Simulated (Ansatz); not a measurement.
# CaSb3: the cost of one run

Computed with Ansatz 0.2.0 (DFT PBE, scalar-relativistic, plane waves, PAW, unless a step's input says otherwise).

**1. The system as given**

The structure is cubic, space group Pm-3n (No. 223). Conventional cell: a = 6.143 Å, b = 6.143 Å, c = 6.143 Å, α = 90.00°, β = 90.00°, γ = 90.00°. Around Ca (site symmetry m-3) lie 12 Sb at 3.43 Å. Sb (site symmetry -4m2) is surrounded by 2 Sb at 3.07 Å and 4 Ca at 3.43 Å.

Structure file:

```
CELL_PARAMETERS angstrom
6.14251 0.00000 0.00000
0.00000 6.14251 0.00000
0.00000 0.00000 6.14251
ATOMIC_POSITIONS crystal
Ca 0.00000 0.00000 0.00000
Ca 0.50000 0.50000 0.50000
Sb 0.00000 0.50000 0.25000
Sb 0.00000 0.50000 0.75000
Sb 0.25000 0.00000 0.50000
Sb 0.75000 0.00000 0.50000
Sb 0.50000 0.75000 0.00000
Sb 0.50000 0.25000 0.00000
```

This is candidate A: A15 type (Pm-3n, No. 223).

(A quick probe on a coarse mesh, which set the mesh and smearing, is not shown.)

**3. Full relaxation (candidate A)**

Contents of input.yaml:

```yaml
crystal:
  lattice:
    - [6.1425149316, 0.0, 0.0]
    - [0.0, 6.1425149316, 0.0]
    - [0.0, 0.0, 6.1425149316]
  atoms:
    - { symbol: Ca, position: [0.0, 0.0, 0.0] }
    - { symbol: Ca, position: [0.5, 0.5, 0.5] }
    - { symbol: Sb, position: [0.0, 0.5, 0.25] }
    - { symbol: Sb, position: [0.0, 0.5, 0.75] }
    - { symbol: Sb, position: [0.25, 0.0, 0.5] }
    - { symbol: Sb, position: [0.75, 0.0, 0.5] }
    - { symbol: Sb, position: [0.5, 0.75, 0.0] }
    - { symbol: Sb, position: [0.5, 0.25, 0.0] }
basis:
  ecutwfc: 420
kpoints:
  mp_grid: { grid: [6, 6, 6] }
hamiltonian:
  xc: pbe
scf:
  occupations: { method: gaussian, width: 0.1 }
output:
  forces: true
  stress: true
  eigenvalues: true
relax:
  adjacent_minimum: "off"
  f_tol: 0.01
  max_steps: 80
  cell: { stress_tol: 0.05 }
```

Command:

```bash
$ ansatz run input.yaml --threads 1 --pin off --max-ram 2560MiB --backend cpu --events-out ev --progress --plain --runs-dir out
```

**Question.** How long does this run take on 1 thread of Arm Neoverse V2, shared host, and how much memory does it need?

About 94 s, with a peak of 0.57 GiB.
